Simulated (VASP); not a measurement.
# Ag: relaxation of cell and atoms with PBEsol+rVV10

The system is Ag.

```
CELL_PARAMETERS angstrom
0.00000 2.04275 2.04275
2.04275 0.00000 2.04275
2.04275 2.04275 0.00000
ATOMIC_POSITIONS crystal
Ag 0.00000 0.00000 0.00000
```

```yaml
Program: VASP 6.6.1
Task: relaxation of cell and atoms
Functional: PBEsol
Dispersion: rVV10
Potentials_or_basis: VASP PAW PBE potentials, release 64 (Ag)
Cutoff: 600 eV
k_mesh: 11 × 11 × 11
Occupations: fermi-dirac, width 0.05 eV
Spin: no spin polarisation
Further_INCAR_settings: ALGO = Fast; EDIFF = 1e-07; IBRION = 2; EDIFFG = -0.01; NSW = 40; ISIF = 3
```

The relaxed volume is 16.45 Å³/atom and the relaxed cell is a = 2.855 Å, b = 2.855 Å, c = 2.855 Å, α = 60.00°, β = 60.00°, γ = 60.00°. The space group after relaxing (to 0.05 Å) is Fm-3m (No. 225) and the energy gained by relaxing is 7.7 meV/atom. The ionic steps are 3 and the pressure after relaxing is -0.1 GPa. The band gap on the k mesh is none (metal or under the smearing width).

Step by step:
```csv
step,energy change (eV),largest force (eV/Å),pressure (GPa),volume (Å³)
1,0.0000,0.0000,-4.00,17.05
2,-0.0030,0.0000,3.68,16.02
3,-0.0077,0.0000,-0.05,16.45
```

Final structure:
```xyz
1
Lattice="0.0000 2.0187 2.0187 2.0187 0.0000 2.0187 2.0187 2.0187 0.0000" Properties=species:S:1:pos:R:3 pbc="T T T"
Ag    0.0000    0.0000    0.0000
```

Levels at points of the mesh, in eV from the Fermi level:
```csv
k point,band 3,band 4,band 5,band 6,band 7,band 8,band 9
"(0.00, 0.00, 0.00)",-5.08,-5.08,-3.97,-3.97,15.87,19.65,19.65
```

Wall time 74 s on 1 thread of Intel(R) Xeon(R) Platinum 8488C (Sapphire Rapids), on a shared host, peak memory 0.22 GiB.

Caveat: the PAW data sets were made with another functional, which shifts forces and pressure a little.
